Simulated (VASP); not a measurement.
# SnTe (Fm-3m) in VASP: a series of runs

The runs below take SnTe through single point, with r2SCAN.

All numbers are computed with VASP 6.6.1; they aren't measurements. Logs are shortened: lines on timing, memory, paths and dates and some standing lists are left out, and cuts for length are marked.

**What was measured.**

From a printed reference work, textbook, for a bulk crystal of SnTe at 300 K: band gap 0.18 eV (direct).

The runs below are set against these values where they give the same quantity.

### 1 The cell of the first run

The structure is cubic, space group Fm-3m (No. 225). Conventional cell: a = 6.372 Å, b = 6.372 Å, c = 6.372 Å, α = 90.00°, β = 90.00°, γ = 90.00°. Within 4.2 Å of Sn (site symmetry m-3m) lie 6 Te at 3.19 Å. Within 4.2 Å of Te (site symmetry m-3m) lie 6 Sn at 3.19 Å.

### 2 Single point, r2SCAN

Input file POSCAR:

```
SnTe
1.0
    0.0000000000      3.1859390637      3.1859390637
    3.1859390637      0.0000000000      3.1859390637
    3.1859390637      3.1859390637      0.0000000000
Sn Te
1 1
Direct
    0.0000000000      0.0000000000      0.0000000000
    0.5000000000      0.5000000000      0.5000000000
```

Input file INCAR.step1:

```
PREC     = Accurate       # precision mode
ENCUT    = 520            # plane-wave cutoff, eV
ISMEAR   = -1             # smearing method
SIGMA    = 0.05           # smearing width, eV
LREAL    = F              # projectors in reciprocal space
LASPH    = T              # aspherical terms in the spheres
NELM     = 60             # most SCF steps
NBANDS   = 17             # bands
GGA      = PE             # functional
ALGO     = Normal         # electronic algorithm
EDIFF    = 1E-4           # SCF threshold, eV
LWAVE    = T              # write WAVECAR
LCHARG   = F              # write CHGCAR
```

Input file INCAR.step2:

```
PREC     = Accurate       # precision mode
ENCUT    = 520            # plane-wave cutoff, eV
EDIFF    = 1E-6           # SCF threshold, eV
ISMEAR   = -1             # smearing method
SIGMA    = 0.05           # smearing width, eV
LREAL    = F              # projectors in reciprocal space
LASPH    = T              # aspherical terms in the spheres
NELM     = 60             # most SCF steps
ALGO     = Normal         # electronic algorithm
ISIF     = 2              # what is computed and relaxed
LWAVE    = F              # write WAVECAR
LCHARG   = F              # write CHGCAR
METAGGA  = R2SCAN         # meta-GGA
LMIXTAU  = T            
NBANDS   = 17             # bands
ISTART   = 1
```

Input file KPOINTS:

```
regular mesh
0
Gamma
  10 10 10
```

Potentials or basis: VASP PAW PBE potentials, release 64 (Sn_d, Te).

Launch:

```sh
> cat potpaw_PBE.64/Sn_d/POTCAR potpaw_PBE.64/Te/POTCAR > POTCAR
> cp INCAR.step1 INCAR
> mpirun -np 1 vasp_std > vasp.out
> cp INCAR.step2 INCAR
> mpirun -np 1 vasp_std > vasp.out
```

OUTCAR:

```text
PREC = Accurate
   ENCUT = 520
   EDIFF = 1E-6
   ISMEAR = -1
   LREAL = F
   LASPH = T
   NELM = 60
   ISIF = 2
   METAGGA = R2SCAN
   ISTART = 1

 ion  position               nearest neighbor table
   1  0.000  0.000  0.000-   2 3.19   2 3.19   2 3.19   2 3.19   2 3.19   2 3.19
   2  0.500  0.500  0.500-   1 3.19   1 3.19   1 3.19   1 3.19   1 3.19   1 3.19

  LATTYP: Found a face centered cubic cell.
 ALAT       =     6.3718781274

  Lattice vectors:

 A1 = (   0.0000000000,   3.1859390637,   3.1859390637)
 A2 = (   3.1859390637,   0.0000000000,   3.1859390637)
 A3 = (   3.1859390637,   3.1859390637,   0.0000000000)

Analysis of symmetry for initial positions (statically):
=====================================================================
 Subroutine PRICEL returns:
 Original cell was already a primitive cell.

 Routine SETGRP: Setting up the symmetry group for a
 face centered cubic supercell.

 Subroutine GETGRP returns: Found 48 space group operations
 (whereof 48 operations were pure point group operations)
 out of a pool of 48 trial point group operations.

The static configuration has the point symmetry O_h .

Analysis of symmetry for dynamics (positions and initial velocities):
=====================================================================
 Subroutine PRICEL returns:
 Original cell was already a primitive cell.

 Routine SETGRP: Setting up the symmetry group for a
 face centered cubic supercell.

 Subroutine GETGRP returns: Found 48 space group operations
 (whereof 48 operations were pure point group operations)
 out of a pool of 48 trial point group operations.

The dynamic configuration has the point symmetry O_h .

 Subroutine INISYM returns: Found 48 space group operations
 (whereof 48 operations are pure point group operations),
 and found     1 'primitive' translations

----------------------------------------------------------------------------------------

                                     Primitive cell

  volume of cell :      64.6759

  direct lattice vectors                    reciprocal lattice vectors
     0.000000000  3.185939064  3.185939064    -0.156939599  0.156939599  0.156939599
     3.185939064  0.000000000  3.185939064     0.156939599 -0.156939599  0.156939599
     3.185939064  3.185939064  0.000000000     0.156939599  0.156939599 -0.156939599
[... 74 lines left out ...]
 SYSTEM =  unknown system
   PREC   = accura    normal or accurate (medium, high low for compatibility)
   ISTART =      1    job   : 0-new  1-cont  2-samecut
   ICHARG =      0    charge: 1-file 2-atom 10-const
   ISPIN  =      1    spin polarized calculation?
   LNONCOLLINEAR =      F non collinear calculations
   LSORBIT =      F    spin-orbit coupling
   LASPH  =      T    aspherical Exc in radial PAW
   ENCUT  =  520.0 eV  38.22 Ry    6.18 a.u.   8.38  8.38  8.38*2*pi/ulx,y,z
   NELM   =     60;   NELMIN=  2; NELMDL=  0     # of ELM steps
   EDIFF  = 0.1E-05   stopping-criterion for ELM
   LREAL  =      F    real-space projection
   EDIFFG = 0.1E-04   stopping-criterion for IOM
   NSW    =      0    number of steps for IOM
   IBRION =     -1    ionic relax: 0-MD 1-quasi-New 2-CG
   NFREE  =      0    steps in history (QN), initial steepest desc. (CG)
   ISIF   =      2    stress and relaxation
   ISYM   =      2    0-nonsym 1-usesym 2-fastsym
   POTIM  = 0.5000    time-step for ionic-motion
   TEBEG  =    0.0;   TEEND  =   0.0 temperature during run
   PSTRESS=    0.0 pullay stress
   NELECT =      20.0000    total number of electrons
   NUPDOWN=      -1.0000    fix difference up-down
   EMIN   =  10.00;   EMAX   =-10.00  energy-range for DOS
   EFERMI =   0.00;   METHOD = LEGACY
   ISMEAR =    -1;   SIGMA  =   0.05  broadening in eV -4-tet -1-fermi 0-gaus
   EFERMI_NEDOS =   21; number of points for ismear=-14 and -15
   IALGO  =     38    algorithm
   IMIX   =      4    mixing-type and parameters
     AMIX     =   0.40;   BMIX     =  1.00
     AMIX_MAG =   1.60;   BMIX_MAG =  1.00
  volume/ion in A,a.u.               =      32.34       218.23
  Fermi-wavevector in a.u.,A,eV,Ry     =   1.107059  2.092038 16.675018  1.225579
  Thomas-Fermi vector in A             =   2.243568
   LORBIT       =      0    0 simple, 1 ext, 2 COOP (PROOUT), +10 PAW based schemes
   METAGGA = R2SCAN    functional components
   LHFCALC =     F    Hartree Fock is set to
   AEXX    =    0.0000 exact exchange contribution
   IVDW    =     0    specifies the selected vdW correction
   LEPSILON=     F    determine dielectric tensor
   LRPA    =     F    only Hartree local field effects (RPA)
 non-spin polarized calculation
  energy-cutoff  :      520.00
  volume of cell :       64.68
 maximum number of plane-waves:      1807
 NGX is ok and might be reduce to    36
   NGX = 17   NGY = 17   NGZ = 17

 number of electron      20.0000002 magnetization

 Free energy of the ion-electron system (eV)
  ---------------------------------------------------
  ext. energy  EPLUGINS =         0.00000000
  ---------------------------------------------------
  free energy    TOTEN  =       -50.68893697 eV

  energy without entropy =      -50.68847143  energy(sigma->0) =      -50.68870420

 E-fermi :   6.6692     XC(G=0):  -9.9080

 val. band max:        6.6049417535   @ k =   0.5000   0.0000   0.0000
 cond. band min:       6.7387100077   @ k =   0.5000   0.0000   0.0000
 fundamental gap:      0.1337682542
 Fermi energy:         6.6691727709

 k-point     1 :       0.0000    0.0000    0.0000
  band No.  band energies     occupation
      1     -16.1445      2.00000
      2     -16.1445      2.00000
      3     -16.1358      2.00000
      4     -16.1358      2.00000
      5     -16.1358      2.00000
      6      -6.6430      2.00000
[... 457 lines left out ...]
      4     -16.1283      2.00000
      5     -16.1281      2.00000
      6      -5.4559      2.00000
[... 9 lines left out ...]
     16      16.2199      0.00000
     17      16.5456      0.00000

 [... further k-points ...]
[... 5 lines left out ...]
  --------------------------------------------------------------------------------------
  -------------------------------------------------------------------------------------
  Total       -0.0066878     -0.0066878     -0.0066878      0.0000000     -0.0000000      0.0000000
  in kB       -0.1656728     -0.1656728     -0.1656728      0.0000000     -0.0000000      0.0000000
  external PRESSURE =      -0.1656728 kB  Pullay stress =       0.0000000 kB

 VOLUME and BASIS-vectors are now :
 -----------------------------------------------------------------------------
  energy-cutoff  :      520.00
  volume of cell :       64.68
      direct lattice vectors                 reciprocal lattice vectors
     0.000000000  3.185939064  3.185939064    -0.156939599  0.156939599  0.156939599
     3.185939064  0.000000000  3.185939064     0.156939599 -0.156939599  0.156939599
     3.185939064  3.185939064  0.000000000     0.156939599  0.156939599 -0.156939599

 POSITION                                       TOTAL-FORCE (eV/Angst)
 -----------------------------------------------------------------------------------
      0.00000      0.00000      0.00000         0.000000      0.000000     -0.000000
      3.18594      3.18594      3.18594        -0.000000     -0.000000      0.000000
 -----------------------------------------------------------------------------------
    total drift:                               -0.000000      0.000000      0.000000

  FREE ENERGIE OF THE ION-ELECTRON SYSTEM (eV)
  ---------------------------------------------------
  free  energy   TOTEN  =       -50.6889369726 eV

  energy  without entropy=      -50.6884714252  energy(sigma->0) =      -50.68870420
```

OUTCAR.step1:

```text
PREC = Accurate
   ENCUT = 520
   ISMEAR = -1
   LREAL = F
   LASPH = T
   NELM = 60
[... 699 lines left out ...]
 -----------------------------------------------------------------------------------
      0.00000      0.00000      0.00000        -0.000000      0.000000      0.000000
      3.18594      3.18594      3.18594         0.000000     -0.000000     -0.000000
 -----------------------------------------------------------------------------------
    total drift:                               -0.000000      0.000000      0.000000

  FREE ENERGIE OF THE ION-ELECTRON SYSTEM (eV)
  ---------------------------------------------------
  free  energy   TOTEN  =        -7.5626367289 eV

  energy  without entropy=       -7.5620413005  energy(sigma->0) =       -7.56233901
```

Run time: 2.6 min. Hardware: 1 thread of Intel Xeon 6975P-C (Granite Rapids), shared host; peak memory 0.23 GiB.

What came out:

```yaml
Free_energy: -50.6889 eV
Pressure: 0.0 GPa
Band_gap_on_the_k_mesh: 0.13 eV
```

Levels at points of the mesh, in eV from the valence-band top:
| k point | band 6 | band 7 | band 8 | band 9 | band 10 | band 11 | band 12 | band 13 | band 14 | band 15 |
| --- | --- | --- | --- | --- | --- | --- | --- | --- | --- | --- |
| (0.00, 0.00, 0.00) | -13.25 | -4.88 | -2.39 | -2.39 | -2.39 | 3.36 | 3.36 | 3.36 | 5.03 | 5.03 |
| (0.50, 0.00, 0.00) | -11.97 | -8.62 | -2.03 | -2.03 | 0.00 | 0.13 | 0.33 | 0.33 | 8.13 | 8.98 |
| (0.50, 0.50, 0.00) | -11.68 | -6.74 | -5.74 | -3.96 | -3.96 | 2.45 | 4.95 | 4.95 | 6.45 | 9.10 |

Caveat: semilocal functionals underestimate gaps, and a narrow one can read as zero; the PAW data sets were made with another functional, which shifts forces and pressure a little; spin-orbit coupling is left out, which moves the levels of the heavy elements. A k mesh can miss the band edges.

### 3 Single point, r2SCAN

POSCAR is that of step 2.

Input file INCAR.step1:

```
SYSTEM = SnTe
  ALGO = Normal
  EDIFF = 1E-4
  ENCUT = 520
  GGA = PE
  ISMEAR = -1
  LASPH = .True.
  LCHARG = .False.
  LREAL = .False.
  LWAVE = .True.
  NBANDS = 17
  NELM = 60
  PREC = Accurate
  SIGMA = 0.05
```

Input file INCAR.step2:

```
SYSTEM = SnTe
  ALGO = Normal
  EDIFF = 1E-6
  ENCUT = 520
  ISIF = 2
  ISMEAR = -1
  ISTART = 1
  LASPH = .True.
  LCHARG = .False.
  LMIXTAU = .True.
  LREAL = .False.
  LWAVE = .False.
  METAGGA = R2SCAN
  NBANDS = 17
  NELM = 60
  PREC = Accurate
  SIGMA = 0.05
```

Input file KPOINTS:

```
k-points
0
Gamma
  10 10 10
  0 0 0
```

Potentials or basis: VASP PAW PBE potentials, release 64 (Sn_d, Te).

Launch:

```sh
> cat potpaw_PBE.64/Sn_d/POTCAR potpaw_PBE.64/Te/POTCAR > POTCAR
> cp INCAR.step1 INCAR
> mpirun -np 1 vasp_std > vasp.out
> cp INCAR.step2 INCAR
> mpirun -np 1 vasp_std > vasp.out
```

OUTCAR:

```text
SYSTEM = SnTe
   EDIFF = 1E-6
   ENCUT = 520
   ISIF = 2
   ISMEAR = -1
   ISTART = 1
   LASPH = .True.
   LREAL = .False.
   METAGGA = R2SCAN
   NELM = 60
   PREC = Accurate

 ion  position               nearest neighbor table
   1  0.000  0.000  0.000-   2 3.19   2 3.19   2 3.19   2 3.19   2 3.19   2 3.19
   2  0.500  0.500  0.500-   1 3.19   1 3.19   1 3.19   1 3.19   1 3.19   1 3.19

  LATTYP: Found a face centered cubic cell.
 ALAT       =     6.3718781274

  Lattice vectors:

 A1 = (   0.0000000000,   3.1859390637,   3.1859390637)
 A2 = (   3.1859390637,   0.0000000000,   3.1859390637)
 A3 = (   3.1859390637,   3.1859390637,   0.0000000000)

Analysis of symmetry for initial positions (statically):
=====================================================================
 Subroutine PRICEL returns:
 Original cell was already a primitive cell.

 Routine SETGRP: Setting up the symmetry group for a
 face centered cubic supercell.

 Subroutine GETGRP returns: Found 48 space group operations
 (whereof 48 operations were pure point group operations)
 out of a pool of 48 trial point group operations.

The static configuration has the point symmetry O_h .

Analysis of symmetry for dynamics (positions and initial velocities):
=====================================================================
 Subroutine PRICEL returns:
 Original cell was already a primitive cell.

 Routine SETGRP: Setting up the symmetry group for a
 face centered cubic supercell.

 Subroutine GETGRP returns: Found 48 space group operations
 (whereof 48 operations were pure point group operations)
 out of a pool of 48 trial point group operations.

The dynamic configuration has the point symmetry O_h .

 Subroutine INISYM returns: Found 48 space group operations
 (whereof 48 operations are pure point group operations),
 and found     1 'primitive' translations

----------------------------------------------------------------------------------------

                                     Primitive cell

  volume of cell :      64.6759
[... 103 lines left out ...]
   EFERMI =   0.00;   METHOD = LEGACY
   ISMEAR =    -1;   SIGMA  =   0.05  broadening in eV -4-tet -1-fermi 0-gaus
   EFERMI_NEDOS =   21; number of points for ismear=-14 and -15
   IALGO  =     38    algorithm
   IMIX   =      4    mixing-type and parameters
     AMIX     =   0.40;   BMIX     =  1.00
     AMIX_MAG =   1.60;   BMIX_MAG =  1.00
  volume/ion in A,a.u.               =      32.34       218.23
  Fermi-wavevector in a.u.,A,eV,Ry     =   1.107059  2.092038 16.675018  1.225579
  Thomas-Fermi vector in A             =   2.243568
   LORBIT       =      0    0 simple, 1 ext, 2 COOP (PROOUT), +10 PAW based schemes
   METAGGA = R2SCAN    functional components
   LHFCALC =     F    Hartree Fock is set to
   AEXX    =    0.0000 exact exchange contribution
   IVDW    =     0    specifies the selected vdW correction
   LEPSILON=     F    determine dielectric tensor
   LRPA    =     F    only Hartree local field effects (RPA)
 non-spin polarized calculation
  energy-cutoff  :      520.00
  volume of cell :       64.68
 maximum number of plane-waves:      1807
 NGX is ok and might be reduce to    36
   NGX = 17   NGY = 17   NGZ = 17

 number of electron      20.0000002 magnetization

 Free energy of the ion-electron system (eV)
  ---------------------------------------------------
  ext. energy  EPLUGINS =         0.00000000
  ---------------------------------------------------
  free energy    TOTEN  =       -50.68893697 eV

  energy without entropy =      -50.68847143  energy(sigma->0) =      -50.68870420

 E-fermi :   6.6692     XC(G=0):  -9.9080

 val. band max:        6.6049417535   @ k =   0.5000   0.0000   0.0000
 cond. band min:       6.7387100077   @ k =   0.5000   0.0000   0.0000
 fundamental gap:      0.1337682542
 Fermi energy:         6.6691727709

 k-point     1 :       0.0000    0.0000    0.0000
  band No.  band energies     occupation
      1     -16.1445      2.00000
      2     -16.1445      2.00000
      3     -16.1358      2.00000
      4     -16.1358      2.00000
      5     -16.1358      2.00000
      6      -6.6430      2.00000
[... 457 lines left out ...]
      4     -16.1283      2.00000
      5     -16.1281      2.00000
      6      -5.4559      2.00000
[... 9 lines left out ...]
     16      16.2199      0.00000
     17      16.5456      0.00000

 [... further k-points ...]
[... 5 lines left out ...]
  --------------------------------------------------------------------------------------
  -------------------------------------------------------------------------------------
  Total       -0.0066878     -0.0066878     -0.0066878      0.0000000     -0.0000000      0.0000000
  in kB       -0.1656728     -0.1656728     -0.1656728      0.0000000     -0.0000000      0.0000000
  external PRESSURE =      -0.1656728 kB  Pullay stress =       0.0000000 kB

 VOLUME and BASIS-vectors are now :
 -----------------------------------------------------------------------------
  energy-cutoff  :      520.00
  volume of cell :       64.68
      direct lattice vectors                 reciprocal lattice vectors
     0.000000000  3.185939064  3.185939064    -0.156939599  0.156939599  0.156939599
     3.185939064  0.000000000  3.185939064     0.156939599 -0.156939599  0.156939599
     3.185939064  3.185939064  0.000000000     0.156939599  0.156939599 -0.156939599

 POSITION                                       TOTAL-FORCE (eV/Angst)
 -----------------------------------------------------------------------------------
      0.00000      0.00000      0.00000         0.000000      0.000000     -0.000000
      3.18594      3.18594      3.18594        -0.000000     -0.000000      0.000000
 -----------------------------------------------------------------------------------
    total drift:                               -0.000000      0.000000      0.000000

  FREE ENERGIE OF THE ION-ELECTRON SYSTEM (eV)
  ---------------------------------------------------
  free  energy   TOTEN  =       -50.6889369726 eV

  energy  without entropy=      -50.6884714252  energy(sigma->0) =      -50.68870420
```

OSZICAR.step1:

```text
N       E                     dE             d eps       ncg     rms          rms(c)
DAV:   1     0.127879693722E+03    0.12788E+03   -0.94662E+03  1619   0.133E+03
DAV:   2     0.439826132398E+01   -0.12348E+03   -0.12001E+03  1695   0.331E+02
DAV:   3    -0.727395542197E+01   -0.11672E+02   -0.11595E+02  1993   0.909E+01
DAV:   4    -0.760944834336E+01   -0.33549E+00   -0.33524E+00  1861   0.162E+01
DAV:   5    -0.762254910119E+01   -0.13101E-01   -0.13100E-01  2336   0.308E+00    0.423E+00
DAV:   6    -0.756062346779E+01    0.61926E-01   -0.14574E-01  2059   0.244E+00    0.265E+00
DAV:   7    -0.756190377016E+01   -0.12803E-02   -0.54582E-02  1911   0.110E+00    0.845E-01
DAV:   8    -0.756255042161E+01   -0.64665E-03   -0.71406E-03  1987   0.673E-01    0.166E-01
DAV:   9    -0.756263672895E+01   -0.86307E-04   -0.70858E-04  2115   0.246E-01
   1 F= -.75626367E+01 E0= -.75623390E+01  d E =-.595428E-03
```

Wall time 2.6 min (1 thread of Intel Xeon 6975P-C (Granite Rapids), shared host); peak memory 0.23 GiB.

What came out:

- Free energy: -50.6889 eV
- Pressure: 0.0 GPa
- Band gap on the k mesh: 0.13 eV

Caveat: semilocal functionals underestimate gaps, and a narrow one can read as zero; the PAW data sets were made with another functional, which shifts forces and pressure a little; spin-orbit coupling is left out, which moves the levels of the heavy elements.

### 4 Comparison with measurements

Step 3. A measured gap of SnTe is 0.18 eV (direct; 300 K; a printed reference work, textbook); the calculated 0.13 eV misses it by -0.05 eV. Spin-orbit coupling on Sn, Te is left out. The value is that of r2SCAN on a finite k mesh, which can miss the band edges, without temperature or zero-point motion.
